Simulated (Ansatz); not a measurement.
This Al2Pt structure is the end of a relaxation. The cell was found from a structure generator's guess, not taken from experiment.

Level of theory: DFT PBE, scalar-relativistic, plane waves, PAW (Ansatz 0.2.0). Cutoff 420 eV, Γ-centred mesh, Gaussian smearing, no spin polarisation.

```xyz
6
Lattice="5.0133 0.0000 0.0000 -2.5067 4.3417 0.0000 0.0000 0.0000 4.2366" Properties=species:S:1:pos:R:3 pbc="T T T"
Al    1.7757    0.0000    2.1183
Al   -0.8878    1.5378    2.1183
Al    1.6188    2.8039    2.1183
Al    0.0000    0.0000    0.0000
Pt    0.0000    2.8944    0.0000
Pt    2.5067    1.4472    0.0000
```

The zero of energy is the elements' standard structures at the same level; no fitted shifts are applied.

(1) Find its symmetry and describe it.

(2) What is its formation energy per atom?

(3) Is it a metal?

## Answers

(1) P-62m (No. 189), with Al and Pt ordered on hcp sites. Conventional cell: a = 5.013 Å, c = 4.237 Å. Around Al on a site of symmetry m2m lie 4 Pt at 2.67 Å, 6 Al at 2.76–2.81 Å and 2 Al at 3.08 Å; around Al on a site of symmetry -62m lie 6 Al at 2.76 Å and 6 Pt at 2.89 Å; Pt has 6 Al at 2.67 Å, 3 Al at 2.89 Å and 3 Pt at 2.89 Å.

(2) −0.54 eV/atom. It lies below the elements, which doesn't yet make it stable against other compounds or structures.

(3) Yes, bands cross the Fermi level on the 12×12×10 mesh.

The last run used a 12×12×10 mesh (in the run's order of axes) for its 6-atom cell and Gaussian smearing of 0.10 eV. These runs have no spin–orbit coupling, which can matter for Pt. A later test with randomly moved atoms led to a structure 80 meV/atom lower, so this end is a saddle point or a shallow minimum.
